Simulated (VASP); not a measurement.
Write the native input for VASP 6.6.1 that does the following.

```
Task                   : relaxation of cell and atoms
Functional             : r2SCAN
Dispersion             : rVV10
Potentials or basis    : VASP PAW PBE potentials, release 64 (Cd, F)
Cutoff                 : 600 eV
k mesh                 : 8 × 8 × 8
Occupations            : gaussian, width 0.02 eV
Spin                   : no spin polarisation
Further INCAR settings : ALGO = Normal; EDIFF = 1e-07; IBRION = 2; EDIFFG = -0.005; NSW = 90; ISIF = 3
```

The structure of CdF2 lies in POSCAR:

```
CdF2
1.0
    0.0000000000      2.7005188900      2.7005188900
    2.7005188900      0.0000000000      2.7005188900
    2.7005188900      2.7005188900      0.0000000000
Cd F
1 2
Direct
    0.0000000000      0.0000000000      0.0000000000
    0.2500000000      0.2500000000      0.2500000000
    0.7500000000      0.7500000000      0.7500000000
```

The cell is a database's computed one.

One way to write it, as run:

INCAR

```
PREC = Accurate
ENCUT = 600
EDIFF = 1E-7
ISMEAR = 0
SIGMA = 0.02
LREAL = False
LASPH = True
NELM = 100
ALGO = Normal
ISIF = 3
LWAVE = False
LCHARG = False
METAGGA = R2SCAN
LMIXTAU = True
LUSE_VDW = True
IVDW_NL = 2
BPARAM = 11.95
CPARAM = 0.0093
IBRION = 2
NSW = 90
EDIFFG = -0.005
```

KPOINTS

```
Automatic mesh
0
Gamma
  8 8 8
```

Potentials or basis: VASP PAW PBE potentials, release 64 (Cd, F).

The run is started by

```bash
$ cat potpaw_PBE.64/Cd/POTCAR potpaw_PBE.64/F/POTCAR > POTCAR
$ mpirun -np 1 vasp_std > vasp.out
```

It gave:

```json
{
  "Relaxed volume": "12.97 Å³/atom",
  "Relaxed cell": "a = 3.804 Å, b = 3.804 Å, c = 3.804 Å, α = 60.00°, β = 60.00°, γ = 60.00°",
  "Space group after relaxing (to 0.05 Å)": "Fm-3m (No. 225)",
  "Energy gained by relaxing": "0.7 meV/atom",
  "Ionic steps": "3",
  "Pressure after relaxing": "0.0 GPa",
  "Band gap on the k mesh": "3.70 eV, indirect (least direct gap 4.19 eV)"
}
```

Caveat: the PAW data sets were made with another functional, which shifts forces and pressure a little.

Wall time 4.3 min on 1 thread of Intel(R) Xeon(R) Platinum 8559C (Emerald Rapids), with other jobs on the host, peak memory 0.33 GiB.
